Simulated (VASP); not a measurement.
# MoS2 (R-3m) in VASP: notebook

The runs below take MoS2 through single point, with PBEsol.

All numbers are computed with VASP 6.6.1; they aren't measurements. Logs are shortened: lines on timing, memory, paths and dates and some standing lists are left out, and cuts for length are marked.

## 1. Starting point

It takes space group R-3m (No. 166, trigonal). Conventional cell: a = 3.171 Å, b = 3.171 Å, c = 18.345 Å, α = 90.00°, β = 90.00°, γ = 120.00°. Around Mo (site symmetry -3m) lie 6 S at 2.39 Å. S (site symmetry 3m) is surrounded by 3 Mo at 2.39 Å.

Measurements of this composition are mostly on another form, of space group No. 194.

## 2. Single point, PBEsol, spin-orbit coupling, no magnetisation

File INCAR:

```
PREC     = Accurate       # precision mode
ENCUT    = 250            # plane-wave cutoff, eV
EDIFF    = 1E-7           # SCF threshold, eV
ISMEAR   = 0              # smearing method
SIGMA    = 0.02           # smearing width, eV
LREAL    = False          # projectors in reciprocal space
LASPH    = True           # aspherical terms in the spheres
NELM     = 100            # most SCF steps
ALGO     = Normal         # electronic algorithm
ISIF     = 2              # what is computed and relaxed
LWAVE    = False          # write WAVECAR
LCHARG   = False          # write CHGCAR
MAGMOM   = 0 0 0 0 0 0 0 0 0 # initial moments
LORBIT   = 11             # projections on sites
LSORBIT  = True           # spin-orbit coupling
GGA_COMPAT= False        
LMAXMIX  = 4              # l up to which the mixer works
GGA      = PS             # functional
NBANDS   = 42             # bands
```

File KPOINTS:

```
regular mesh
0
Gamma
  5 5 5
```

File POSCAR:

```
MoS2
1.0
    1.5855000000      0.9153888518      6.1149966667
   -1.5855000000      0.9153888518      6.1149966667
    0.0000000000     -1.8307777036      6.1149966667
Mo S
1 2
Direct
    0.0000000000      0.0000000000      0.0000000000
    0.2500000000      0.2500000000      0.2500000000
    0.7500000000      0.7500000000      0.7500000000
```

Potentials or basis: VASP PAW PBE potentials, release 64 (Mo_sv, S).

Started as:

```bash
> cat potpaw_PBE.64/Mo_sv/POTCAR potpaw_PBE.64/S/POTCAR > POTCAR
> mpirun -np 1 vasp_ncl > vasp.out
```

OUTCAR:

```text
PREC = Accurate
   ENCUT = 250
   EDIFF = 1E-7
   ISMEAR = 0
   LREAL = False
   LASPH = True
   NELM = 100
   ISIF = 2
   LORBIT = 11
   LSORBIT = True
   GGA = PS

 Found     19 irreducible k-points:

 Following reciprocal coordinates:
            Coordinates               Weight
  0.000000  0.000000  0.000000      1.000000
  0.200000  0.000000 -0.000000      6.000000
  0.400000  0.000000  0.000000      6.000000
  0.200000  0.200000 -0.000000      6.000000
  0.400000  0.200000  0.000000     12.000000
 -0.400000  0.200000  0.000000     12.000000
   k-points           NKPTS =     19   k-points in BZ     NKDIM =     19   number of bands    NBANDS=     42
   number of dos      NEDOS =    301   number of ions     NIONS =      3
   total plane-waves  NPLWV =  46656
   dimension x,y,z NGX =    36 NGY =   36 NGZ =   36
   dimension x,y,z NGXF=    72 NGYF=   72 NGZF=   72
   ions per type =               1   2
   NGX,Y,Z   is equivalent  to a cutoff of   9.38,  9.38,  9.38 a.u.
   NGXF,Y,Z  is equivalent  to a cutoff of  18.75, 18.75, 18.75 a.u.
 SYSTEM =  unknown system
   PREC   = accura    normal or accurate (medium, high low for compatibility)
   ISTART =      0    job   : 0-new  1-cont  2-samecut
   ICHARG =      2    charge: 1-file 2-atom 10-const
   ISPIN  =      1    spin polarized calculation?
   LNONCOLLINEAR =      T non collinear calculations
   LSORBIT =      T    spin-orbit coupling
   LASPH  =      T    aspherical Exc in radial PAW
   ENCUT  =  250.0 eV  18.37 Ry    4.29 a.u.   8.23  8.23  8.23*2*pi/ulx,y,z
   NELM   =    100;   NELMIN=  2; NELMDL= -5     # of ELM steps
   EDIFF  = 0.1E-06   stopping-criterion for ELM
   LREAL  =      F    real-space projection
   EDIFFG = 0.1E-05   stopping-criterion for IOM
   NSW    =      0    number of steps for IOM
   IBRION =     -1    ionic relax: 0-MD 1-quasi-New 2-CG
   NFREE  =      0    steps in history (QN), initial steepest desc. (CG)
   ISIF   =      2    stress and relaxation
   ISYM   =      2    0-nonsym 1-usesym 2-fastsym
   POTIM  = 0.5000    time-step for ionic-motion
   TEBEG  =    0.0;   TEEND  =   0.0 temperature during run
   PSTRESS=    0.0 pullay stress
   NELECT =      26.0000    total number of electrons
   NUPDOWN=      -1.0000    fix difference up-down
   EMIN   =  10.00;   EMAX   =-10.00  energy-range for DOS
   EFERMI =   0.00;   METHOD = LEGACY
   ISMEAR =     0;   SIGMA  =   0.02  broadening in eV -4-tet -1-fermi 0-gaus
   EFERMI_NEDOS =   21; number of points for ismear=-14 and -15
   IALGO  =     38    algorithm
   IMIX   =      4    mixing-type and parameters
     AMIX     =   0.40;   BMIX     =  1.00
     AMIX_MAG =   1.60;   BMIX_MAG =  1.00
  volume/ion in A,a.u.               =      17.75       119.78
  Fermi-wavevector in a.u.,A,eV,Ry     =   1.289118  2.436081 22.610522  1.661826
  Thomas-Fermi vector in A             =   2.421031
   LORBIT       =     11    0 simple, 1 ext, 2 COOP (PROOUT), +10 PAW based schemes
   GGA     = PS    functional components
   LHFCALC =     F    Hartree Fock is set to
   AEXX    =    0.0000 exact exchange contribution
   IVDW    =     0    specifies the selected vdW correction
   LEPSILON=     F    determine dielectric tensor
   LRPA    =     F    only Hartree local field effects (RPA)
 Gauss-broadening in eV      SIGMA  =   0.02
  energy-cutoff  :      250.00
  volume of cell :       53.25
 maximum number of plane-waves:       976
 NGX is ok and might be reduce to    36
   NGX = 17   NGY = 17   NGZ = 17

 number of electron      25.9999992 magnetization      -0.0000000     -0.0000000     -0.0000000

 number of electron      25.9999991 magnetization       0.0000000     -0.0000000     -0.0000000

 number of electron      25.9999991 magnetization      -0.0000000      0.0000000      0.0000000

 number of electron      25.9999991 magnetization       0.0000000      0.0000000      0.0000000

 Free energy of the ion-electron system (eV)
  ---------------------------------------------------
  ext. energy  EPLUGINS =         0.00000000
  ---------------------------------------------------
  free energy    TOTEN  =       -22.62103528 eV

  energy without entropy =      -22.62005280  energy(sigma->0) =      -22.62054404

 E-fermi :   7.3993     XC(G=0): -11.0059

 val. band max:        7.3866054245   @ k =  -0.4000   0.2000   0.0000
 cond. band min:       7.4117517887   @ k =   0.4000   0.4000   0.4000
 fundamental gap:      0.0251463643
 Fermi energy:         7.3993193895

 k-point     1 :       0.0000    0.0000    0.0000
  band No.  band energies     occupation
      1     -53.8967      1.00000
      2     -53.8967      1.00000
      3     -29.5934      1.00000
      4     -29.5934      1.00000
      5     -27.2166      1.00000
      6     -27.2166      1.00000
[... 30 lines left out ...]
     37      14.3117      0.00000
     38      14.3117      0.00000

 k-point     2 :       0.2000    0.0000   -0.0000
  band No.  band energies     occupation
      1     -53.8829      1.00000
      2     -53.8829      1.00000
      3     -29.6364      1.00000
      4     -29.6364      1.00000
      5     -27.2642      1.00000
      6     -27.2642      1.00000
[... 30 lines left out ...]
     37      15.6379      0.00000
     38      15.6379      0.00000
[... 121 lines left out ...]
     37      16.0644      0.00000
     38      16.0644      0.00000

 k-point     6 :      -0.4000    0.2000    0.0000
  band No.  band energies     occupation
      1     -53.8533      1.00000
      2     -53.8533      1.00000
      3     -29.7319      1.00000
      4     -29.7319      1.00000
      5     -27.4396      1.00000
      6     -27.4396      1.00000
[... 30 lines left out ...]
     37      15.3153      0.00000
     38      15.3153      0.00000

 [... further k-points ...]

 [bands above 38 left out]

------------------------ aborting loop because EDIFF is reached ----------------------------------------

  FORCE on cell =-STRESS in cart. coord.  units (eV):
  Direction    XX          YY          ZZ          XY          YZ          ZX
  --------------------------------------------------------------------------------------
  -------------------------------------------------------------------------------------
  Total       -0.6628126     -0.6628126      0.7099283      0.0000000      0.0000000      0.0000000
  in kB      -19.9426105    -19.9426105     21.3602191      0.0000000      0.0000000      0.0000000
  external PRESSURE =      -6.1750007 kB  Pullay stress =       0.0000000 kB

 VOLUME and BASIS-vectors are now :
 -----------------------------------------------------------------------------
  energy-cutoff  :      250.00
  volume of cell :       53.25
      direct lattice vectors                 reciprocal lattice vectors
     1.585500000  0.915388852  6.114996667     0.315357931  0.182071986  0.054510796
    -1.585500000  0.915388852  6.114996667    -0.315357931  0.182071986  0.054510796
     0.000000000 -1.830777704  6.114996667     0.000000000 -0.364143973  0.054510796

 POSITION                                       TOTAL-FORCE (eV/Angst)
 -----------------------------------------------------------------------------------
      0.00000      0.00000      0.00000         0.000000      0.000000      0.000000
      0.00000      0.00000      4.58625         0.000000      0.000000     -0.737419
      0.00000      0.00000     13.75874         0.000000      0.000000      0.737419
 -----------------------------------------------------------------------------------
    total drift:                               -0.000000      0.000000      0.000000

  FREE ENERGIE OF THE ION-ELECTRON SYSTEM (eV)
  ---------------------------------------------------
  free  energy   TOTEN  =       -22.6210352757 eV

  energy  without entropy=      -22.6200528024  energy(sigma->0) =      -22.62054404

 Spin-Orbit-Coupling matrix elements

 Ion:    1  E_soc:     -0.1955851
 l=   1
     0.0000000    -0.0292881    -0.0293597
    -0.0292881     0.0000000    -0.0292881
    -0.0293597    -0.0292881     0.0000000
 l=   2
     0.0000000    -0.0005284     0.0000000    -0.0005284    -0.0032445
    -0.0005284     0.0000000    -0.0020752    -0.0003481    -0.0005284
     0.0000000    -0.0020752     0.0000000    -0.0020752     0.0000000
    -0.0005284    -0.0003481    -0.0020752     0.0000000    -0.0005284
    -0.0032445    -0.0005284     0.0000000    -0.0005284     0.0000000
 l=   3
     0.0000000     0.0000000     0.0000000     0.0000000     0.0000000     0.0000000     0.0000000
     0.0000000     0.0000000     0.0000000     0.0000000     0.0000000     0.0000000     0.0000000
     0.0000000     0.0000000     0.0000000     0.0000000     0.0000000     0.0000000     0.0000000
     0.0000000     0.0000000     0.0000000     0.0000000     0.0000000     0.0000000     0.0000000
     0.0000000     0.0000000     0.0000000     0.0000000     0.0000000     0.0000000     0.0000000
     0.0000000     0.0000000     0.0000000     0.0000000     0.0000000     0.0000000     0.0000000
     0.0000000     0.0000000     0.0000000     0.0000000     0.0000000     0.0000000     0.0000000

 Ion:    2  E_soc:     -0.0035179
 l=   1
     0.0000000    -0.0004272    -0.0009045
    -0.0004272     0.0000000    -0.0004272
    -0.0009045    -0.0004272     0.0000000
 l=   2
     0.0000000     0.0000000     0.0000000     0.0000000     0.0000000
     0.0000000     0.0000000     0.0000000     0.0000000     0.0000000
     0.0000000     0.0000000     0.0000000     0.0000000     0.0000000
     0.0000000     0.0000000     0.0000000     0.0000000     0.0000000
     0.0000000     0.0000000     0.0000000     0.0000000     0.0000000
 l=   3
     0.0000000     0.0000000     0.0000000     0.0000000     0.0000000     0.0000000     0.0000000
     0.0000000     0.0000000     0.0000000     0.0000000     0.0000000     0.0000000     0.0000000
     0.0000000     0.0000000     0.0000000     0.0000000     0.0000000     0.0000000     0.0000000
     0.0000000     0.0000000     0.0000000     0.0000000     0.0000000     0.0000000     0.0000000
     0.0000000     0.0000000     0.0000000     0.0000000     0.0000000     0.0000000     0.0000000
     0.0000000     0.0000000     0.0000000     0.0000000     0.0000000     0.0000000     0.0000000
     0.0000000     0.0000000     0.0000000     0.0000000     0.0000000     0.0000000     0.0000000

 Ion:    3  E_soc:     -0.0035179
 l=   1
     0.0000000    -0.0004272    -0.0009045
    -0.0004272     0.0000000    -0.0004272
    -0.0009045    -0.0004272     0.0000000
 l=   2
     0.0000000     0.0000000     0.0000000     0.0000000     0.0000000
     0.0000000     0.0000000     0.0000000     0.0000000     0.0000000
     0.0000000     0.0000000     0.0000000     0.0000000     0.0000000
     0.0000000     0.0000000     0.0000000     0.0000000     0.0000000
     0.0000000     0.0000000     0.0000000     0.0000000     0.0000000
 l=   3
     0.0000000     0.0000000     0.0000000     0.0000000     0.0000000     0.0000000     0.0000000
     0.0000000     0.0000000     0.0000000     0.0000000     0.0000000     0.0000000     0.0000000
     0.0000000     0.0000000     0.0000000     0.0000000     0.0000000     0.0000000     0.0000000
     0.0000000     0.0000000     0.0000000     0.0000000     0.0000000     0.0000000     0.0000000
     0.0000000     0.0000000     0.0000000     0.0000000     0.0000000     0.0000000     0.0000000
     0.0000000     0.0000000     0.0000000     0.0000000     0.0000000     0.0000000     0.0000000
     0.0000000     0.0000000     0.0000000     0.0000000     0.0000000     0.0000000     0.0000000

 total charge

# of ion       s       p       d       tot
------------------------------------------
    1        2.306   6.243   3.981  12.530
    2        1.362   2.345   0.000   3.706
    3        1.362   2.345   0.000   3.706
--------------------------------------------------
tot          5.030  10.932   3.981  19.943

 magnetization (x)

# of ion       s       p       d       tot
------------------------------------------
    1        0.000   0.000   0.000   0.000
    2        0.000   0.000   0.000   0.000
    3        0.000   0.000   0.000   0.000
--------------------------------------------------
tot          0.000   0.000   0.000   0.000

 magnetization (y)

# of ion       s       p       d       tot
------------------------------------------
    1        0.000   0.000  -0.000  -0.000
    2        0.000   0.000   0.000   0.000
    3        0.000   0.000   0.000   0.000
--------------------------------------------------
tot          0.000   0.000  -0.000  -0.000

 magnetization (z)

# of ion       s       p       d       tot
------------------------------------------
    1        0.000   0.000   0.000   0.000
    2        0.000   0.000   0.000   0.000
    3        0.000   0.000   0.000   0.000
--------------------------------------------------
tot          0.000   0.000   0.000   0.000
```

It took 74 s on 1 thread of Intel Xeon 6975P-C (Granite Rapids), shared host; peak memory 0.37 GiB.

The run converged, but a check on its numbers failed (symmetry, net force, bounds or a known fault of this set-up), so they aren't taken as properties of the crystal.

Caveat: the k mesh is coarse (spacing up to 0.46 Å⁻¹), so the values aren't converged; the cutoff lies under the usual one of these potentials, so the numbers hold a large basis-set error; the PAW data sets were made with another functional, which shifts forces and pressure a little; the cell's inner coordinates are idealised or old, which leaves forces on the atoms.

## 3. Single point, PBEsol, spin-orbit coupling, no magnetisation

INCAR: that of step 2 with these lines changed.

```diff
@@ -1,3 +1,3 @@
 PREC     = Accurate       # precision mode
-ENCUT    = 250            # plane-wave cutoff, eV
+ENCUT    = 350            # plane-wave cutoff, eV
 EDIFF    = 1E-7           # SCF threshold, eV
```

KPOINTS is that of step 2.

POSCAR is that of step 2.

Potentials or basis: VASP PAW PBE potentials, release 64 (Mo_sv, S).

Started as:

```bash
> cat potpaw_PBE.64/Mo_sv/POTCAR potpaw_PBE.64/S/POTCAR > POTCAR
> mpirun -np 1 vasp_ncl > vasp.out
```

Run time: 1.9 min. Hardware: 1 thread of Intel Xeon 6975P-C (Granite Rapids), shared host; peak memory 0.47 GiB.

The run converged, but some of its settings lie outside the range that counts as converged, so its numbers aren't taken as properties of the crystal.

What came out:

* Free energy: -22.6667 eV
* Pressure: 2.2 GPa
* Largest force: 0.702 eV/Å
* Valence electrons inside the program's atomic spheres: Mo 12.52; S 3.68

Caveat: the k mesh is coarse (spacing up to 0.46 Å⁻¹), so the values aren't converged; the PAW data sets were made with another functional, which shifts forces and pressure a little; the cell's inner coordinates are idealised or old, which leaves forces on the atoms.

[end of part 1 of 2]
